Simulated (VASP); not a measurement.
# AlAs in VASP 6.6.1, single-point calculation

INCAR

```
LREAL = .FALSE.
ISMEAR = -1
ENCUT = 520
NELM = 120
IBRION = -1
NSW = 0
PREC = Accurate
NBANDS = 11
EDIFF = 1E-7
SIGMA = 0.02
NELECT = 7
LWAVE = .FALSE.
GGA = PE
ALGO = All
LASPH = .FALSE.
LCHARG = .FALSE.
ISIF = 2
```

KPOINTS

```
KPOINTS created by Atomic Simulation Environment
0
Gamma
8 8 8
0 0 0
```

POSCAR

```
Al As
 1.0000000000000000
     0.0000000000000000    2.9808708696999999    2.9808708696999999
     2.9808708696999999    0.0000000000000000    2.9808708696999999
     2.9808708696999999    2.9808708696999999    0.0000000000000000
 Al  As
   1   1
Cartesian
  0.0000000000000000  0.0000000000000000  0.0000000000000000
  1.4904354348500000  1.4904354348500000  1.4904354348500000
```

The recommended PBE PAW datasets give the neutral cell 8 valence electrons.

Command

```
mpirun -np 1 vasp_std
```

How does this run end, and what does it give?

It converged. Results: pressure -26.6 GPa.

OSZICAR

```
N       E                     dE             d eps       ncg     rms           ort
DAV:   1     0.821047532080E+01    0.82105E+01   -0.31737E+03   319   0.554E+02
DAV:   2    -0.100662892060E+02   -0.18277E+02   -0.17787E+02   319   0.716E+01
DAV:   3    -0.109601622054E+02   -0.89387E+00   -0.89010E+00   319   0.160E+01
DAV:   4    -0.109683534190E+02   -0.81912E-02   -0.81896E-02   319   0.173E+00
DAV:   5    -0.109685259209E+02   -0.17250E-03   -0.17250E-03   319   0.251E-01
SDA:   6    -0.111587815445E+02   -0.19026E+00   -0.17250E-03   319   0.965E-01   0.000E+00
CGA:   7    -0.111966583824E+02   -0.37877E-01   -0.37810E-01   319   0.150E-01   0.451E-03
CGA:   8    -0.112047274333E+02   -0.80691E-02   -0.79946E-02   319   0.356E-02   0.247E-03
CGA:   9    -0.112061456678E+02   -0.14182E-02   -0.14163E-02   319   0.359E-03   0.108E-04
CGA:  10    -0.112062830204E+02   -0.13735E-03   -0.13785E-03   319   0.370E-04  -0.424E-05
CGA:  11    -0.112062978728E+02   -0.14852E-04   -0.15195E-04   319   0.465E-05  -0.246E-05
CGA:  12    -0.112062997908E+02   -0.19180E-05   -0.20680E-05   319   0.998E-06  -0.806E-06
CGA:  13    -0.112063001802E+02   -0.38936E-06   -0.41824E-06   319   0.176E-06  -0.145E-06
SDA:  14    -0.112063002227E+02   -0.42495E-07   -0.44355E-07   319   0.329E-07   0.500E-07
   1 F= -.11206300E+02 E0= -.11204994E+02  d E =-.261275E-02
```

Standard output (part)

```
POSCAR found type information on POSCAR AlAs
 POSCAR found :  2 types and       2 ions
 LDA part: xc-table for (Slater+PW92), standard interpolation
 POSCAR, INCAR and KPOINTS ok, starting setup
 WAVECAR not read
 entering main loop
 gam= 0.000 g(H,U,f)=  0.645E-01 0.321E-01 0.153E-04 ort(H,U,f) = 0.000E+00 0.000E+00 0.000E+00
 gam= 0.000 trial= 0.400  step=  0.7832 mean=  0.4000
 gam= 0.156 g(H,U,f)=  0.760E-02 0.743E-02 0.333E-05 ort(H,U,f) =-0.146E-01 0.150E-01 0.685E-05
 gam= 0.156 trial= 0.438  step=  1.0587 mean=  0.4383
 gam= 0.237 g(H,U,f)=  0.290E-02 0.668E-03 0.275E-06 ort(H,U,f) =-0.229E-02 0.253E-02 0.121E-05
 gam= 0.237 trial= 0.500  step=  0.7820 mean=  0.5004
 gam= 0.101 g(H,U,f)=  0.327E-03 0.322E-04 0.886E-08 ort(H,U,f) =-0.220E-03 0.231E-03 0.914E-07
 gam= 0.101 trial= 0.529  step=  0.7651 mean=  0.5285
 gam= 0.103 g(H,U,f)=  0.344E-04 0.260E-05 0.734E-09 ort(H,U,f) =-0.155E-04 0.113E-04 0.246E-08
 gam= 0.103 trial= 0.552  step=  0.8309 mean=  0.5522
 gam= 0.126 g(H,U,f)=  0.404E-05 0.609E-06 0.203E-09 ort(H,U,f) =-0.402E-05 0.156E-05 0.381E-09
 gam= 0.126 trial= 0.580  step=  0.9525 mean=  0.5800
 gam= 0.214 g(H,U,f)=  0.908E-06 0.892E-07 0.368E-10 ort(H,U,f) =-0.109E-05 0.282E-06 0.967E-10
 gam= 0.214 trial= 0.617  step=  1.0141 mean=  0.6173
 gam= 0.176 g(H,U,f)=  0.170E-06 0.567E-08 0.258E-11 ort(H,U,f) =-0.161E-06 0.161E-07 0.987E-11
 gam= 0.176 trial= 0.657  step=  0.5910 mean=  0.6570
...
```

The cell is charged and sits in a uniform background.

For comparison, a separate PBE run of the intended cell, on usual settings and not on those above, gives a gap of 0.89 eV on its mesh and a pressure of -6.1 GPa.
